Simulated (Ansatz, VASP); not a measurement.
# One calculation of Na, two programs

File INCAR:

```
SYSTEM = Na
PREC = Accurate ; ENCUT = 520
EDIFF = 1E-6 ; ISMEAR = 1
SIGMA = 1.0 ; LREAL = .FALSE.
LASPH = .TRUE. ; NELM = 60
ALGO = Normal ; ISIF = 2
LWAVE = .FALSE. ; LCHARG = .TRUE.
GGA = CA ; LELF = .TRUE.
LVHAR = .TRUE. ; NBANDS = 10
```

File KPOINTS:

```
regular mesh
0
G
  11 11 11
  0 0 0
```

File POSCAR:

```
Na
1.0
   -2.0287155323      2.0287155323      2.0287155323
    2.0287155323     -2.0287155323      2.0287155323
    2.0287155323      2.0287155323     -2.0287155323
Na
1
Direct
    0.0000000000      0.0000000000      0.0000000000
```

Input for Ansatz:

```yaml
crystal:
  lattice:
    - [-2.0287155323, 2.0287155323, 2.0287155323]
    - [2.0287155323, -2.0287155323, 2.0287155323]
    - [2.0287155323, 2.0287155323, -2.0287155323]
  atoms:
    - { symbol: Na, position: [0.0, 0.0, 0.0] }
hamiltonian:
  xc: lda
  pseudopotentials:
    kind: paw
    azcp:
      Na: "pseudopotentials/Na.paw.azcp"
basis:
  ecutwfc: 420
  fft_grid_basis: typed
kpoints:
  mp_grid: { grid: [11, 11, 11], shift: [0, 0, 0] }
magnetization:
  spin_polarized: false
scf:
  occupations: { method: methfessel_paxton, width: 1.0 }
  lower_state_search: "off"
output:
  stress: true
```

Alike in both runs: task single point; functional LDA; k mesh 11 × 11 × 11; occupations methfessel-paxton of order 1, width 1 eV; no spin polarisation.

|  | VASP | Ansatz |
| --- | --- | --- |
| version | VASP 6.6.1 | Ansatz 0.2.0 |
| potentials or method | VASP PAW LDA potentials, release 64 (Na_pv) | plane waves (420 eV) with PAW, scalar-relativistic |
| plane-wave cutoff (eV) | 520 | 420 |
| valence electrons in the cell | 7 | 9 |

|  | VASP | Ansatz | Ansatz less VASP |
| --- | --- | --- | --- |
| pressure (GPa) | -0.1 | 0.0 | +0.03 |

The two sets of potentials don't hold the same shells in valence. Ansatz warned: «pseudo_functional_mismatch».
